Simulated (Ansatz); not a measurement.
Crystal: WC (Qusongite).

```
W C
1.0
     2.90650    0.00000    0.00000
    -1.45325    2.51710    0.00000
     0.00000    0.00000    2.83660
W C
1 1
Direct
  0.00000 0.00000 0.00000
  0.66667 0.33333 0.50000
```

* Program: Ansatz 0.2.0
* Task: relaxation of cell and atoms
* Functional: RPBE
* Potentials or basis: all-electron LAPW, scalar-relativistic
* Basis error allowed: 0.001 eV/atom
* k mesh: 10 × 10 × 9
* Occupations: fermi-dirac, width 0.05 eV
* Spin: no spin polarisation

At the start: volume 10.38 Å³/atom.

Q: How do energy, volume and symmetry change on relaxing?

A: Over 5 steps the energy falls by 8.4 meV/atom and the volume is 10.65 Å³/atom (+2.6 %); space group P-6m2 (No. 187, to 0.05 Å).

The path:
```tsv
step	energy change (eV)	largest force (eV/Å)	volume (Å³)
1	0.0000	0.0000	20.75
2	-0.0072	0.0000	21.62
3	-0.0166	0.0000	21.33
4	-0.0168	0.0000	21.30
5	-0.0168	0.0000	21.30
```

Final structure:
```
CELL_PARAMETERS angstrom
2.93422 0.00000 0.00000
-1.46711 2.54111 0.00000
0.00000 0.00000 2.85618
ATOMIC_POSITIONS crystal
W 0.00000 0.00000 0.00000
C 0.66667 0.33333 0.50000
```
